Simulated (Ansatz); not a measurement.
# CuO (P6_3mc) in Ansatz: further runs

The runs below take CuO through band structure, with RPBE, r2SCAN+U, PBE, PBE+U.

Everything below comes from runs of Ansatz 0.2.0. Logs are shortened: lines on timing, memory, paths and dates and some standing lists are left out, and cuts for length are marked.

**1. The crystal as given**

The structure is hexagonal, space group P6_3mc (No. 186). Conventional cell: a = 3.288 Å, b = 3.288 Å, c = 5.385 Å, α = 90.00°, β = 90.00°, γ = 120.00°. Cu (site symmetry 3m) is surrounded by 4 O at 2.01 to 2.02 Å. O (site symmetry 3m) has 4 Cu at 2.01 to 2.02 Å as nearest neighbours.

Measurements of this composition are mostly on another form, of space group No. 15.

**2. Band structure, RPBE**

Input file input.yaml:

```yaml
crystal:
  lattice:
    - [3.28802443, 0.0, 0.0]
    - [-1.64401221, 2.84751268, 0.0]
    - [0.0, 0.0, 5.38502486]
  atoms:
    - { symbol: Cu, position: [0.6666666667, 0.3333333333, 0.0] }
    - { symbol: Cu, position: [0.3333333333, 0.6666666667, 0.5] }
    - { symbol: O, position: [0.6666666667, 0.3333333333, 0.6252] }
    - { symbol: O, position: [0.3333333333, 0.6666666667, 0.1252] }
hamiltonian:
  xc: rpbe
  pseudopotentials: { kind: paw }
kpoints:
  mp_grid: { grid: [9, 9, 5] }
  band_path:
    path:
      - [[0.0, 0.0, 0.0], [0.5, 0.0, 0.0], [0.3333333333, 0.3333333333, 0.0], [0.0, 0.0, 0.0], [0.0, 0.0, 0.5], [0.5, 0.0, 0.5], [0.3333333333, 0.3333333333, 0.5], [0.0, 0.0, 0.5]]
      - [[0.5, 0.0, 0.5], [0.5, 0.0, 0.0]]
      - [[0.3333333333, 0.3333333333, 0.0], [0.3333333333, 0.3333333333, 0.5]]
    npoints: 14
scf:
  occupations: { method: fermi_dirac, width: 0.05 }
  n_extra_bands: 10
output:
  forces: true
  stress: true
  eigenvalues: true
  fatbands: false
```

Potentials or basis: Ansatz PAW.

The run is started by

```console
ansatz run input.yaml --threads 2 --pin off --max-ram 5632MiB --backend cpu --events-out ev --progress --plain --runs-dir out
```

Output:

```text
Warning: RAYON_NUM_THREADS=2 ignored (pool sized by the plan → 2); use --threads N
scf.n_extra_bands = 10 over 25 filled bands (N_el = 50.0): the run solves 35 bands
Engine: ansatz 0.2.0, aarch64-unknown-linux-gnu
Pseudopotentials: kind: paw
Pseudopotential: Cu, paw, valence charge 19, recommended cutoff 420 eV (normal), Cu.paw.azcp
Pseudopotential: O, paw, valence charge 6, recommended cutoff 420 eV (normal), O.paw.azcp
Functional definition: RPBE
  parameter kappa = 0.804
  parameter beta = 0.06672455060314922
  exchange = rpbe_x(kappa = kappa, mu = beta*pi^2/3)
  correlation = pbe_c(beta = beta)
Crystal: 4 atoms, lattice volume = 50.418 Å³
Basis set: ecut = 420 eV, 989 PW (Γ), exchange–correlation on 48×48×72 points (8 copies of the dense FFT grid, shifted against one another)
Bands: 35, of which v1, the nominal top of the filled ones, is band 25 counted from 1 (24 counted from 0)
Symmetry: 12 space group operations
Space group: P63mc (ITA 186), of the structure as read, at distance tolerance 3.7e-5 Å
k-points: 36 of 405 (time reversal used)
Non-local potential: Cu, projectors of the file, l = 0: 3, l = 1: 2, l = 2: 3, l = 3: 1
Non-local potential: O, projectors of the file, l = 0: 2, l = 1: 2, l = 2: 1
PAW form: soft (Blöchl's): semilocal exchange-correlation on the pseudo side does not see the compensation charge
PAW frozen core: Cu, regenerated for the run's functional, and the local potential with it (the file was generated under x = pbe(κ = 0.804, μ = 0.2195149727645171), c = pbe(β = 0.06672455060314922))
PAW frozen core: O, regenerated for the run's functional, and the local potential with it (the file was generated under x = pbe(κ = 0.804, μ = 0.2195149727645171), c = pbe(β = 0.06672455060314922))
PAW one-centre angular grid: Cu, 590 points (default); XC on 64 Gauss nodes
PAW one-centre angular grid: O, 110 points (default); XC on 64 Gauss nodes
Initial density: superposition of atomic densities (neutral atoms: chi_scale 0, normalization atom), corrected by the library's trained network
Initial wavefunctions: pseudopotential atomic-orbital guess
Functional: x = rpbe, c = pbe(β = 0.06672455060314922)
SCF iter   1: F=—  HF=-14395.814146 eV  |F-HF|=—  |Δ(HF+E_count)|=         —  Δρ=8.58e-3  dr2=4.12e-2  ethr=1.77e-3  ⟨swp⟩=5.2  Hψ=4700  notcnv=0  defer=12
preconditioner: auto → LDOS  [metal: Δε(μ)=0.021 eV  Ē_g=14.167 eV  σ=0.050 eV  W_gap=0.10  n_scr=22 (ndim 8)  ℏωp=30.5 eV  f_vac=0.110  D(μ)=6.41/eV (n_scr^D=98)  β→1.0]
SCF iter   2: F=—  HF=-14395.815966 eV  |F-HF|=—  |Δ(HF+E_count)|=   1.82e-3  Δρ=1.22e-2  dr2=4.15e-2  ethr=8.23e-5  ⟨swp⟩=2.4  Hψ=2499  notcnv=0  defer=99
SCF iter   3: F=—  HF=-14395.805997 eV  |F-HF|=—  |Δ(HF+E_count)|=   9.97e-3  Δρ=3.48e-3  dr2=5.75e-3  ethr=8.23e-5  ⟨swp⟩=2.1  Hψ=1933  notcnv=0  defer=99
SCF iter   4: F=—  HF=-14395.806760 eV  |F-HF|=—  |Δ(HF+E_count)|=   7.63e-4  Δρ=4.19e-3  dr2=6.05e-3  ethr=1.15e-5  ⟨swp⟩=2.3  Hψ=1780  notcnv=0  defer=99
SCF iter   5: F=—  HF=-14395.805682 eV  |F-HF|=—  |Δ(HF+E_count)|=   1.08e-3  Δρ=1.39e-3  dr2=7.05e-4  ethr=1.15e-5  ⟨swp⟩=2.1  Hψ=1467  notcnv=0  defer=99
SCF iter   6: F=—  HF=-14395.805573 eV  |F-HF|=—  |Δ(HF+E_count)|=   1.09e-4  Δρ=2.22e-4  dr2=1.85e-5  ethr=1.41e-6  ⟨swp⟩=2.2  Hψ=1426  notcnv=0  defer=99
SCF iter   7: F=—  HF=-14395.805722 eV  |F-HF|=—  |Δ(HF+E_count)|=   1.49e-4  Δρ=3.03e-5  dr2=2.06e-7  ethr=3.71e-8  ⟨swp⟩=2.0  Hψ=1774  notcnv=0  defer=99
SCF iter   8: F=-14395.805722 eV  HF=-14395.805722 eV  |F-HF|=1.96e-8  |Δ(HF+E_count)|=   5.40e-7  Δρ=7.16e-6  dr2=1.15e-8  ethr=2.00e-10  ⟨swp⟩=8.1  Hψ=5994  notcnv=0
SCF 1 converged in 8 iterations: F = -14395.805722 eV  dr2 = 1.15e-8
NSCF: frozen V_eff on 129 k-points
SCF converged after 8 iterations
Free energy (F): -14395.805722 eV
Harris-Foulkes:  -14395.805722 eV  (|F-HF|=1.96e-8)
Internal energy: -14395.754935 eV  (E = F + TS)
E sigma→0 (E₀):  -14395.780329 eV
Entropy (-TS):   -0.050787 eV (-12.697 meV/atom)
Fermi energy:    8.523511 eV
--- Per-component energies (eV) ---
  E_band       = -1001.558495
  E_kinetic    = 935.828470
  E_local      = -10653.405395  (includes V_loc(G=0)·N_el)
  E_nonlocal   = 879.995689
  E_hartree    = 4610.432379
  E_xc         = -321.551970
  E_vxc        = -411.364414  (∫ρ·V_xc dr)
  E_paw        = -3655.689620  (= ΣΔE_a)
  E_vpaw       = -973.474906  (= ΣTr[D̂ρ^β])
  E_aug_tail   = 0.005537  (compensation charges beyond the density's cutoff)
  E_ewald      = -6191.243701
  E_core_change = -0.126325  (= ΣΔE_core)
  E_smearing   = -0.050787  (= −TS)
  E_closure    = 0.000000  (closes the sum)
  Σ components = -14395.805722   (vs F -14395.805722, Δ=0.00e0)
--- Forces (eV/Å), atoms counted from 1 ---
  atom   1  Cu     0.00000000    -0.00000000    -0.07570953
  atom   2  Cu    -0.00000000     0.00000000    -0.07570953
  atom   3  O     -0.00000000     0.00000000     0.07570671
  atom   4  O      0.00000000     0.00000000     0.07570671
  max |Σ_I F_I| component: 5.63e-6 eV/Å
--- Stress (GPa, compression-positive) ---
       -5.192436       0.000000      -0.000000
        0.000000      -5.192436       0.000000
       -0.000000       0.000000      -3.823637
  P = ⅓ Tr σ = -4.7362 GPa (-47.362 kbar)
--- Band table (eV; the first three rows and the last of 36) ---
  k-point 0: bands = ["-103.5195", "-103.5192", "-60.8295", "-60.8295", "-60.8288", "-60.8288", "-60.8042", "-60.7999", "-9.8878", "-9.3524", "3.1350", "4.1844", "4.1844", "4.1982", "4.3754", "4.3754", "6.5876", "6.5876", "6.8502", "6.8502", "6.9464", "8.5455", "8.5455", "9.1537", "9.2593", "9.2593", "9.5363", "14.2453", "16.3279", "22.0657", "22.0657", "22.6458", "23.1406", "23.1406", "25.3249"]
  k-point 1: bands = ["-103.5195", "-103.5192", "-60.8294", "-60.8294", "-60.8289", "-60.8289", "-60.8038", "-60.8003", "-9.8385", "-9.4054", "3.1838", "4.0338", "4.1963", "4.1963", "4.3499", "4.3499", "6.6198", "6.6198", "6.8346", "6.8346", "7.1420", "8.6113", "8.6113", "8.7025", "9.1905", "9.1905", "10.2327", "13.6672", "16.8961", "21.4964", "22.0693", "22.0693", "22.9045", "22.9045", "25.7983"]
  k-point 2: bands = ["-103.5195", "-103.5193", "-60.8293", "-60.8293", "-60.8291", "-60.8291", "-60.8027", "-60.8014", "-9.7077", "-9.5423", "3.3612", "3.6800", "4.2332", "4.2332", "4.2915", "4.2915", "6.6984", "6.6984", "6.7819", "6.7819", "7.6193", "8.1737", "8.7880", "8.7880", "9.0101", "9.0101", "11.3371", "12.5520", "18.0810", "19.6577", "22.1689", "22.1689", "22.4712", "22.4712", "26.5425"]
  k-point 35: bands = ["-103.5192", "-103.5192", "-60.8318", "-60.8318", "-60.8315", "-60.8312", "-60.8017", "-60.8017", "-9.2283", "-9.2283", "3.5606", "3.5606", "3.9254", "3.9347", "4.7544", "4.7544", "6.4976", "6.5598", "6.9111", "6.9111", "7.1649", "7.1649", "7.3188", "7.5924", "8.1045", "8.1045", "16.6067", "16.6187", "16.7453", "16.7453", "17.6470", "17.6470", "23.2306", "24.5072", "24.5072"]
```

bands.tsv:

```text
# k_distance	band_0	band_1	band_2	band_3	band_4	band_5	band_6	band_7	band_8	band_9	band_10	band_11	band_12	band_13	band_14	band_15	band_16	band_17	band_18	band_19	band_20	band_21	band_22	band_23	band_24	band_25	band_26	band_27	band_28	band_29	band_30	band_31	band_32	band_33	band_34
[... 149 lines left out ...]
7.778595	-112.042710	-112.042710	-69.355321	-69.355321	-69.354852	-69.354852	-69.325181	-69.325181	-17.751291	-17.751291	-4.998234	-4.998234	-4.593828	-4.593828	-3.754718	-3.754718	-1.994035	-1.994035	-1.555097	-1.555097	-1.390953	-1.390953	-1.071226	-1.071226	-0.398918	-0.398918	8.089081	8.089081	8.364289	8.364289	8.873691	8.873691	15.594102	15.594102	16.216350
```

Wall time 6.6 s (2 threads of Arm Neoverse V2, shared host); peak memory 0.36 GiB.

What came out:

```
Free energy            : -14395.8057 eV
Pressure               : -4.7 GPa
Largest force          : 0.076 eV/Å
Band gap on the k mesh : none (metal or under the smearing width)
```

Forces in eV/Å, atoms in the order of the input:
```
Cu   0.000  0.000 -0.076
Cu   0.000  0.000 -0.076
O    0.000  0.000  0.076
O    0.000  0.000  0.076
```

Stress tensor (GPa, compression positive):
```
-5.19  0.00  0.00
 0.00 -5.19  0.00
 0.00  0.00 -3.82
```

Levels at the corners of the path, in eV from the Fermi level:
```csv
point,band 23,band 24,band 25,band 26,band 27,band 28,band 29,band 30
Γ,0.02,0.63,0.74,0.74,1.01,5.72,7.80,13.54
M,-1.15,-1.03,-0.16,0.02,6.00,6.95,7.87,9.05
K,-1.25,-0.59,-0.58,-0.58,7.82,7.82,8.07,8.11
Γ,0.02,0.63,0.74,0.74,1.01,5.72,7.80,13.54
A,0.38,0.38,0.38,0.38,3.42,3.42,10.30,10.30
L,-0.46,-0.46,-0.44,-0.44,6.10,6.10,8.33,8.33
H,-1.07,-1.07,-0.40,-0.40,8.09,8.09,8.36,8.36
A,0.38,0.38,0.38,0.38,3.42,3.42,10.30,10.30
L,-0.46,-0.46,-0.44,-0.44,6.10,6.10,8.33,8.33
M,-1.15,-1.03,-0.16,0.02,6.00,6.95,7.87,9.05
K,-1.25,-0.59,-0.58,-0.58,7.82,7.82,8.07,8.11
H,-1.07,-1.07,-0.40,-0.40,8.09,8.09,8.36,8.36
```

Caveat: the pressure holds a Pulay correction of +0.5 GPa for the finite cutoff; the run has no spin polarisation, though such a crystal can be magnetic; semilocal functionals often make such compounds metallic where correlation or magnetic order opens a gap, which also shifts bond lengths; the PAW data sets come from PBE, with cores solved anew for the run's functional, which leaves a small shift of forces and pressure. With open d or f shells a metallic result of RPBE can be an artefact of self-interaction; +U or a hybrid may open a gap.

**3. Band structure, r2SCAN+U**

input.yaml, as its differences from that of step 2:

```diff
@@ -11,4 +11,5 @@
 hamiltonian:
-  xc: rpbe
+  xc: r2scan
   pseudopotentials: { kind: paw }
+  hubbard: { sites: [{ species: Cu, l: d, u_eff: 5.3 }] }
 kpoints:
@@ -29 +30,5 @@
   fatbands: false
+  write_density: true
+  write_potential: true
+  elf: true
+  volumetric_format: npy
```

Potentials or basis: Ansatz PAW.

The run is started by

```console
ansatz run input.yaml --threads 2 --pin off --max-ram 5632MiB --backend cpu --events-out ev --progress --plain --runs-dir out
```

Run time: 16 s. Hardware: 2 threads of Arm Neoverse V2, shared host; peak memory 0.56 GiB.

The run converged. Its results:

```
Free energy            : -14393.6570 eV
Pressure               : -11.6 GPa
Largest force          : 0.054 eV/Å
Band gap on the k mesh : none (metal or under the smearing width)
```

Forces on the atoms (eV/Å):
```
Cu   0.000  0.000 -0.053
Cu   0.000  0.000 -0.053
O    0.000  0.000  0.054
O    0.000  0.000  0.054
```

Stress tensor (GPa, compression positive):
```
-12.31   0.00   0.00
  0.00 -12.31   0.00
  0.00   0.00 -10.23
```

Levels at the corners of the path, in eV from the Fermi level:
```
point  band 24  band 25  band 26  band 27  band 28  band 29
    Γ     0.71     0.85     0.85     2.19     7.11     9.00
    M    -1.24    -0.25     0.05     7.37     8.11     9.17
    K    -0.82    -0.82    -0.67     9.25     9.25     9.28
    Γ     0.71     0.85     0.85     2.19     7.11     9.00
    A     0.46     0.46     0.46     4.56     4.56    11.76
    L    -0.53    -0.51    -0.51     7.40     7.40     9.69
    H    -1.38    -0.47    -0.47     9.29     9.29     9.85
    A     0.46     0.46     0.46     4.56     4.56    11.76
    L    -0.53    -0.51    -0.51     7.40     7.40     9.69
    M    -1.24    -0.25     0.05     7.37     8.11     9.17
    K    -0.82    -0.82    -0.67     9.25     9.25     9.28
    H    -1.38    -0.47    -0.47     9.29     9.29     9.85
```

Eigenvalues of the final occupation matrices:
```
  site  spin  trace               eigenvalues
site 1     1   4.78  0.93 0.93 0.94 0.99 0.99
site 2     1   4.78  0.93 0.93 0.94 0.99 0.99
```

Caveat: the run has no spin polarisation, though such a crystal can be magnetic; U without spin polarisation on a metal has little footing; the PAW data sets come from PBE, with cores solved anew for the run's functional, which leaves a small shift of forces and pressure.

**4. Band structure, PBE**

input.yaml, as its differences from that of step 3:

```diff
@@ -11,5 +11,4 @@
 hamiltonian:
-  xc: r2scan
+  xc: pbe
   pseudopotentials: { kind: paw }
-  hubbard: { sites: [{ species: Cu, l: d, u_eff: 5.3 }] }
 kpoints:
@@ -30,5 +29 @@
   fatbands: false
-  write_density: true
-  write_potential: true
-  elf: true
-  volumetric_format: npy
```

Potentials or basis: Ansatz PAW.

The run is started by

```console
ansatz run input.yaml --threads 2 --pin off --max-ram 5632MiB --backend cpu --events-out ev --progress --plain --runs-dir out
```

Output:

```text
Warning: RAYON_NUM_THREADS=2 ignored (pool sized by the plan → 2); use --threads N
scf.n_extra_bands = 10 over 25 filled bands (N_el = 50.0): the run solves 35 bands
[... 4 set-up lines as earlier in the session ...]
Functional definition: PBE
[... 59 lines left out ...]
        0.000000      -9.588412       0.000000
       -0.000000       0.000000      -8.199893
  P = ⅓ Tr σ = -9.1256 GPa (-91.256 kbar)
--- Band table (eV; the first three rows and the last of 36) ---
  k-point 0: bands = ["-103.5710", "-103.5707", "-60.9566", "-60.9566", "-60.9559", "-60.9559", "-60.9308", "-60.9265", "-9.9799", "-9.4314", "2.9182", "3.9936", "3.9936", "4.0077", "4.1849", "4.1849", "6.3953", "6.3953", "6.6597", "6.6597", "6.7521", "8.3578", "8.3578", "8.9668", "9.0735", "9.0735", "9.2500", "13.9530", "16.0256", "21.7675", "21.7675", "22.3392", "22.8455", "22.8455", "24.9891"]
  k-point 1: bands = ["-103.5710", "-103.5708", "-60.9566", "-60.9566", "-60.9560", "-60.9560", "-60.9304", "-60.9269", "-9.9295", "-9.4857", "2.9687", "3.8390", "4.0054", "4.0054", "4.1592", "4.1592", "6.4279", "6.4279", "6.6442", "6.6442", "6.9481", "8.4236", "8.4236", "8.4964", "9.0044", "9.0044", "9.9674", "13.3782", "16.5922", "21.1894", "21.7723", "21.7723", "22.6100", "22.6100", "25.4509"]
  k-point 2: bands = ["-103.5710", "-103.5708", "-60.9564", "-60.9564", "-60.9562", "-60.9562", "-60.9293", "-60.9280", "-9.7955", "-9.6261", "3.1509", "3.4769", "4.0422", "4.0422", "4.1007", "4.1007", "6.5073", "6.5073", "6.5914", "6.5914", "7.4253", "7.9758", "8.6005", "8.6005", "8.8232", "8.8232", "11.0642", "12.2704", "17.7747", "19.3502", "21.8738", "21.8738", "22.1771", "22.1771", "26.1822"]
  k-point 35: bands = ["-103.5707", "-103.5707", "-60.9589", "-60.9589", "-60.9587", "-60.9583", "-60.9282", "-60.9282", "-9.3040", "-9.3040", "3.3535", "3.3535", "3.7237", "3.7298", "4.5646", "4.5646", "6.2964", "6.3608", "6.7185", "6.7185", "6.9736", "6.9736", "7.1248", "7.3970", "7.9148", "7.9148", "16.2975", "16.3070", "16.4638", "16.4638", "17.3575", "17.3575", "22.8835", "24.2065", "24.2065"]
```

bands.tsv:

```text
# k_distance	band_0	band_1	band_2	band_3	band_4	band_5	band_6	band_7	band_8	band_9	band_10	band_11	band_12	band_13	band_14	band_15	band_16	band_17	band_18	band_19	band_20	band_21	band_22	band_23	band_24	band_25	band_26	band_27	band_28	band_29	band_30	band_31	band_32	band_33	band_34
[... 149 lines left out ...]
7.778595	-111.904623	-111.904623	-69.292854	-69.292854	-69.292388	-69.292388	-69.262154	-69.262154	-17.637369	-17.637369	-5.016195	-5.016195	-4.607451	-4.607451	-3.754736	-3.754736	-2.004569	-2.004569	-1.557416	-1.557416	-1.392862	-1.392862	-1.076414	-1.076414	-0.398921	-0.398921	7.968071	7.968071	8.273099	8.273099	8.772834	8.772834	15.442926	15.442926	16.104212
```

Wall time 6.4 s (2 threads of Arm Neoverse V2, shared host); peak memory 0.36 GiB.

What came out:

* Free energy: -14381.7944 eV
* Pressure: -9.1 GPa
* Largest force: 0.074 eV/Å
* Band gap on the k mesh: none (metal or under the smearing width)

Forces in eV/Å, atoms in the order of the input:
```
Cu   0.000  0.000 -0.074
Cu   0.000  0.000 -0.074
O    0.000  0.000  0.074
O    0.000  0.000  0.074
```

Stress tensor (GPa, compression positive):
```
-9.59  0.00  0.00
 0.00 -9.59  0.00
 0.00  0.00 -8.20
```

Levels at the corners of the path, in eV from the Fermi level:
```
point  band 24  band 25  band 26  band 27  band 28  band 29
    Γ     0.63     0.74     0.74     0.92     5.62     7.69
    M    -1.03    -0.16     0.02     5.91     6.83     7.76
    K    -0.60    -0.59    -0.59     7.73     7.73     7.96
    Γ     0.63     0.74     0.74     0.92     5.62     7.69
    A     0.38     0.38     0.38     3.33     3.33    10.18
    L    -0.46    -0.44    -0.44     6.00     6.00     8.23
    H    -1.08    -0.40    -0.40     7.97     7.97     8.27
    A     0.38     0.38     0.38     3.33     3.33    10.18
    L    -0.46    -0.44    -0.44     6.00     6.00     8.23
    M    -1.03    -0.16     0.02     5.91     6.83     7.76
    K    -0.60    -0.59    -0.59     7.73     7.73     7.96
    H    -1.08    -0.40    -0.40     7.97     7.97     8.27
```

Caveat: the pressure holds a Pulay correction of +0.6 GPa for the finite cutoff; the run has no spin polarisation, though such a crystal can be magnetic; semilocal functionals often make such compounds metallic where correlation or magnetic order opens a gap, which also shifts bond lengths. With open d or f shells a metallic result of PBE can be an artefact of self-interaction; +U or a hybrid may open a gap.

(Part 1 of 2 ends here.)
